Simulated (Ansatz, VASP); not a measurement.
## One calculation of BiTe3, two programs

```
Bi Te
1.0
     8.56135    0.00000    0.00000
    -4.28068    7.41435    0.00000
     0.00000    0.00000    4.26431
Bi Te
2 6
Cartesian
  4.2807 2.4714 1.0661
  0.0000 4.9429 3.1982
  2.2072 1.2743 3.1982
  6.3542 1.2743 3.1982
  4.2807 4.8657 3.1982
  2.0735 6.1400 1.0661
  -2.0735 6.1400 1.0661
  0.0000 2.5486 1.0661
```

Change from the starting cell: species swapped into the Na3Hg type (P6_3/mmc, No. 194).

Alike in both runs: functional PBE; k mesh 3 × 3 × 4; occupations gaussian, width 0.1 eV; no spin polarisation.

Ansatz relaxed the structure, and its values are those at the end. VASP's run is a single point on that final structure, the one shown.

|  | VASP | Ansatz |
| --- | --- | --- |
| version | VASP 6.6.1 | Ansatz 0.2.0 |
| potentials or method | VASP PAW PBE potentials, release 64 (Bi_d, Te) | scalar-relativistic, plane waves, PAW |
| plane-wave cutoff (eV) | 520 | 420 |
| valence electrons in the cell | 66 | 126 |

Ansatz gave:

* gap on the k mesh at the Fermi level (eV): none
* pressure (GPa): 0.0
* rms of the force components (eV/Å): 0.000

Problem. Which values does VASP return?

Solution. gap on the k mesh at the Fermi level (eV): none; pressure (GPa): -0.1; rms of the force components (eV/Å): 0.003.

A gap of «none» marks a metal or a gap that the smearing closes. The functional is the same, so the differences come from potentials, cutoffs and numerics. The two sets of potentials don't hold the same shells in valence.

Caveats: the k mesh is coarse (spacing up to 0.37 Å⁻¹), so the values aren't converged; spin-orbit coupling is left out, which moves the levels of the heavy elements.
